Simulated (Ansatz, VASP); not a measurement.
CdS (Greenockite) in VASP and in Ansatz

```
Cd S
1.0
     4.15000    0.00000    0.00000
    -2.07500    3.59401    0.00000
     0.00000    0.00000    6.73700
Cd S
2 2
Direct
  0.66667 0.33333 0.50000
  0.33333 0.66667 0.00000
  0.66667 0.33333 0.87500
  0.33333 0.66667 0.37500
```

Alike in both runs: task single point; functional PBE; k mesh 7 × 7 × 4; occupations fermi-dirac, width 0.05 eV; no spin polarisation.

```csv
,VASP,Ansatz
version,VASP 6.6.1,Ansatz 0.2.0
potentials or method,"VASP PAW PBE potentials, release 64 (Cd, S)",Ansatz PAW
plane-wave cutoff (eV),520,420
valence electrons in the cell,36,52
```

Ansatz gave:

| Item | Value |
| --- | --- |
| gap on the k mesh at the Fermi level (eV) | 1.20 |
| least direct gap on the mesh (eV) | 1.20 |
| pressure (GPa) | 2.1 |
| largest component of the traceless stress (GPa) | 0.42 |
| rms of the force components (eV/Å) | 0.039 |

Q: Estimate VASP's values.

A: gap on the k mesh at the Fermi level (eV): 1.20; least direct gap on the mesh (eV): 1.20; pressure (GPa): 2.4; largest component of the traceless stress (GPa): 0.44; rms of the force components (eV/Å): 0.040.

Atom by atom the forces differ by 0.001 eV/Å (rms over components). The two sets of potentials don't hold the same shells in valence.

Caveats: odd divisions of the mesh miss points on the zone boundary, where band edges often lie, so the gap on the mesh can be too wide (Ansatz). A hybrid or GW would open this gap; PBE tends to underestimate it.
